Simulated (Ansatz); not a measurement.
**Piezoelectric tensor of BaTiO3**

These are results of Ansatz, DFT PBE, scalar-relativistic, plane waves, PAW, not measurements. Settings: 420 eV plane-wave cutoff, Γ-centred 6×6×6 mesh, fixed occupations. No spin polarisation.

Relaxed structure:
```
Ba Ti O
1.0
     2.86319    1.65306    2.35642
    -2.86319    1.65306    2.35642
     0.00000   -3.30613    2.35642
Ba Ti O
1 1 3
Direct
  0.00496 0.00496 0.00496
  0.51921 0.51921 0.51921
  0.48839 0.48839 0.97775
  0.48839 0.97775 0.48839
  0.97775 0.48839 0.48839
```

It was relaxed at this level from a cell as deposited in COD. Spin–orbit coupling is left out, which matters for heavy elements.

(1) Give the relaxed-ion proper piezoelectric stress tensor e_iJ (C/m², Voigt columns xx yy zz yz xz xy).

(2) With the elastic constants (GPa, Voigt order)
```
223.4  61.5  24.6 -41.3   0.0   0.0
 61.5 223.4  24.6  41.3   0.0   0.0
 24.6  24.6 196.0   0.0   0.0   0.0
-41.2  41.2   0.0  31.0   0.0   0.0
  0.0   0.0   0.0   0.0  31.0 -41.2
  0.0   0.0   0.0   0.0 -41.3  81.0
```
find the strain coefficients d = e·C⁻¹ (pC/N).

## Answers

(1)
```
x    0.00  0.00  0.00  0.00  3.69  1.67
y    1.67 -1.67  0.00  3.69  0.00  0.00
z    1.94  1.94  3.25  0.00  0.00  0.00
```
Signs follow the orientation of the cell as given.

(2)
```
x      0.0    0.0    0.0    0.0  453.7  251.7
y    125.8 -125.8    0.0  453.6    0.0    0.0
z      5.5    5.5   15.2    0.0    0.0    0.0
```
